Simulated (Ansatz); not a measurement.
# Au(111) / 1 layer Re(0001) / Au(111): resistance against film thickness, part 2 of 2

Aim: what a thin film of another metal adds to the resistance, first Au(111) / 1 layer Re(0001) / Au(111).

Ansatz 0.2.0; Ansatz plane-wave DFT, PBE, PAW files; ballistic transport by layer matching (Landauer), zero bias.

So far. Step 5 (With 7 layers, k-mesh 15×15×1, film layers 7): The conductance of the junction is 2.4e14 S/m², 19 % under the 3.0e14 S/m² of the last finished run, no more than the error estimates, leads' steps apart, of 10 and 13 % together.

## Step 6: With 9 layers, k-mesh 15×15×1, film layers 9

The stack now holds 9 film layers; the k-mesh follows the cell, and the energies span -0.27 to 0.27 eV.

System of this step: Au(111) / 9 layers Re(0001) / Au(111). The cell holds 17 atoms: 8 Au and 9 Re. Its edges and angles: a = 2.884 Å, b = 2.884 Å, c = 37.224 Å, α = 90.0°, β = 90.0°, γ = 120.0°. It derives from Au and Re. Regions: lead, 8 atoms (8 Au); films, 9 atoms (9 Re). The structure is stacked along c, and the current runs across the ab planes.

Contents of input.yaml:

```yaml
crystal:
  lattice:
    - [2.8837582304, 0.0, 0.0]
    - [-1.4418791152, 2.4974078859, 0.0]
    - [0.0, 0.0, 37.2241965276]
  atoms:
    - { symbol: Au, position: [0.0, 0.0, 0.0316269921] }
    - { symbol: Au, position: [0.3333333333, 0.6666666667, 0.0948809762] }
    - { symbol: Au, position: [0.6666666667, 0.3333333333, 0.1581349603] }
    - { symbol: Au, position: [0.0, 0.0, 0.2213889444] }
    - { symbol: Re, position: [0.3333333333, 0.6666666667, 0.2804586101] }
    - { symbol: Re, position: [0.6666666667, 0.3333333333, 0.3353439576] }
    - { symbol: Re, position: [0.3333333333, 0.6666666667, 0.3902293051] }
    - { symbol: Re, position: [0.6666666667, 0.3333333333, 0.4451146525] }
    - { symbol: Re, position: [0.3333333333, 0.6666666667, 0.5] }
    - { symbol: Re, position: [0.6666666667, 0.3333333333, 0.5548853475] }
    - { symbol: Re, position: [0.3333333333, 0.6666666667, 0.6097706949] }
    - { symbol: Re, position: [0.6666666667, 0.3333333333, 0.6646560424] }
    - { symbol: Re, position: [0.3333333333, 0.6666666667, 0.7195413899] }
    - { symbol: Au, position: [0.6666666667, 0.3333333333, 0.7786110556] }
    - { symbol: Au, position: [0.0, 0.0, 0.8418650397] }
    - { symbol: Au, position: [0.3333333333, 0.6666666667, 0.9051190238] }
    - { symbol: Au, position: [0.6666666667, 0.3333333333, 0.9683730079] }
kpoints:
  mp_grid: { grid: [15, 15, 1] }
hamiltonian:
  xc: pbe
scf:
  occupations: { method: fermi_dirac, width: 0.1 }
output:
  transmission:
    leads: [[0, 1]]
    kmesh: [30, 30]
    e_range: [-0.27, 0.27]
    de: 0.036
  write_potential: true
  write_density: true
  volumetric_format: npy
```

Started as:

```sh
ansatz run input.yaml --threads 4 --pin off --max-ram 8192MiB --backend cpu --events-out ev --progress --plain --runs-dir out
```

The job ended after 1.8 min (4 threads of Arm Neoverse V1, shared host; peak memory 1.7 GiB; 6.6 min of CPU time).

This step gave:

- free energy: -203004.8016 eV
- energy at zero smearing: -203004.5895 eV
- Fermi energy: 22.48 eV
- conductance of the junction: 2.23e14 S/m²
- junction conductance per cell: 0.2071 G₀
- estimated errors of the junction's conductance: 2.4, 0, 12.9, 9.1, 1.6 % (energy step, band edges, k-mesh, leads' steps, distance from neutral)
- area resistance that the stack adds (contact term taken off, spin by spin): 3.318 fΩ m²

Per spin. The transmission, zone mean by energy, zero at the Fermi level:

| energy (eV) | transmission, zone mean |
| --- | --- |
| -0.270 | 0.244 |
| -0.234 | 0.234 |
| -0.198 | 0.216 |
| -0.162 | 0.222 |
| -0.126 | 0.212 |
| -0.090 | 0.216 |
| -0.054 | 0.209 |
| -0.018 | 0.216 |
| 0.018 | 0.197 |
| 0.054 | 0.208 |
| 0.090 | 0.188 |
| 0.126 | 0.179 |
| 0.162 | 0.158 |
| 0.198 | 0.189 |
| 0.234 | 0.216 |
| 0.270 | 0.209 |

The conductance of the junction is 2.2e14 S/m², 6.4 % under the 2.4e14 S/m² of the last finished run, within the error estimates, leads' steps apart, of 13 and 13 %.

## Step 7: All levels side by side

Times are for 4 threads of Arm Neoverse V1, shared host. The series side by side:

| no. | film layers | area resistance that the stack adds (contact term taken off, spin by spin) (fΩ m²) | conductance of the junction (S/m²) | time | memory (GiB) |
| --- | --- | --- | --- | --- | --- |
| 1 | 1 | 0.9863 | 4.64e14 | 88 s | 0.92 |
| 2 | 3 | 1.828 | 3.33e14 | 52 s | 0.94 |
| 3 | 5 | 2.212 | 2.96e14 | 65 s | 1.2 |
| 4 | 7 | 3.031 | 2.38e14 | 87 s | 1.4 |
| 5 | 9 | 3.318 | 2.23e14 | 1.8 min | 1.7 |

## Step 8: With 3 layers

The run is repeated with changed settings as a check of sensitivity.

This step: Ansatz plane-wave DFT, PBE, PAW files; ballistic transport by layer matching (Landauer), zero bias; changed: output.transmission.temperature = 77.0 (Ansatz 0.2.0).

System of this step: Au(111) / 3 layers Re(0001) / Au(111). The cell holds 11 atoms: 8 Au and 3 Re. Its edges and angles: a = 2.884 Å, b = 2.884 Å, c = 24.966 Å, α = 90.0°, β = 90.0°, γ = 120.0°. It derives from Au and Re. Regions: lead, 8 atoms (8 Au); films, 3 atoms (3 Re). The structure is stacked along c, and the current runs across the ab planes.

Contents of input.yaml:

```yaml
crystal:
  lattice:
    - [2.8837582304, 0.0, 0.0]
    - [-1.4418791152, 2.4974078859, 0.0]
    - [0.0, 0.0, 24.9658187643]
  atoms:
    - { symbol: Au, position: [0.0, 0.0, 0.0471560488] }
    - { symbol: Au, position: [0.3333333333, 0.6666666667, 0.1414681464] }
    - { symbol: Au, position: [0.6666666667, 0.3333333333, 0.2357802439] }
    - { symbol: Au, position: [0.0, 0.0, 0.3300923415] }
    - { symbol: Re, position: [0.3333333333, 0.6666666667, 0.4181655935] }
    - { symbol: Re, position: [0.6666666667, 0.3333333333, 0.5] }
    - { symbol: Re, position: [0.3333333333, 0.6666666667, 0.5818344065] }
    - { symbol: Au, position: [0.6666666667, 0.3333333333, 0.6699076585] }
    - { symbol: Au, position: [0.0, 0.0, 0.7642197561] }
    - { symbol: Au, position: [0.3333333333, 0.6666666667, 0.8585318536] }
    - { symbol: Au, position: [0.6666666667, 0.3333333333, 0.9528439512] }
kpoints:
  mp_grid: { grid: [15, 15, 1] }
hamiltonian:
  xc: pbe
scf:
  occupations: { method: fermi_dirac, width: 0.1 }
output:
  transmission:
    leads: [[0, 1]]
    kmesh: [30, 30]
    e_range: [-0.27, 0.27]
    de: 0.036
    temperature: 77.0
  write_potential: true
  write_density: true
  volumetric_format: npy
```

Run time: 47 s. Hardware: 4 threads; peak memory 0.94 GiB.

Numbers from this step:

```yaml
free_energy: -137797.4682 eV
energy_at_zero_smearing: -137797.3744 eV
fermi_energy: 21.69 eV
step_of_the_lead_s_potential: 5.9 meV
```

Per spin. Transmission, zone mean against energy, zero at the Fermi level:

| energy (eV) | transmission, zone mean |
| --- | --- |
| -0.270 | 0.247 |
| -0.234 | 0.243 |
| -0.198 | 0.278 |
| -0.162 | 0.301 |
| -0.126 | 0.298 |
| -0.090 | 0.302 |
| -0.054 | 0.301 |
| -0.018 | 0.307 |
| 0.018 | 0.313 |
| 0.054 | 0.315 |
| 0.090 | 0.330 |
| 0.126 | 0.327 |
| 0.162 | 0.321 |
| 0.198 | 0.345 |
| 0.234 | 0.340 |
| 0.270 | 0.294 |

With these settings the solved energies don't cover or resolve the Fermi function, so the program prints no conductance.

## Step 9: Summary of results

```yaml
area_resistance_1_layer: 0.986 fΩ m²
area_resistance_3_layers: 1.83 fΩ m²
area_resistance_5_layers: 2.21 fΩ m²
area_resistance_7_layers: 3.03 fΩ m²
area_resistance_9_layers: 3.32 fΩ m²
```

The stack adds 0.99 fΩ m² with 1 layer and 3.3 fΩ m² with 9. From 3 to 9 layers it grows by 81 %, though no single step exceeds the two runs' error estimates together; nothing scatters inside a perfect film, so this is no ohmic growth. Atoms sit on ideal sites and aren't relaxed. Spin-orbit coupling is left out, which matters for Au and Re. The program's error estimates for the conductances, leads' steps apart, run from 6.6 to 13 %. Re(0001) is stretched by 4.5 % in plane to fit Au(111).

[Logs are printed without paths, hosts, clocks, repeated set-up lines and the standing remarks that a program may print on its own settings, such as how far it seeks lower states.]

[Hosts, paths, dates, database ids (printed as entryN), source tags and the programs' standing remarks are cut or masked in the printed files.]
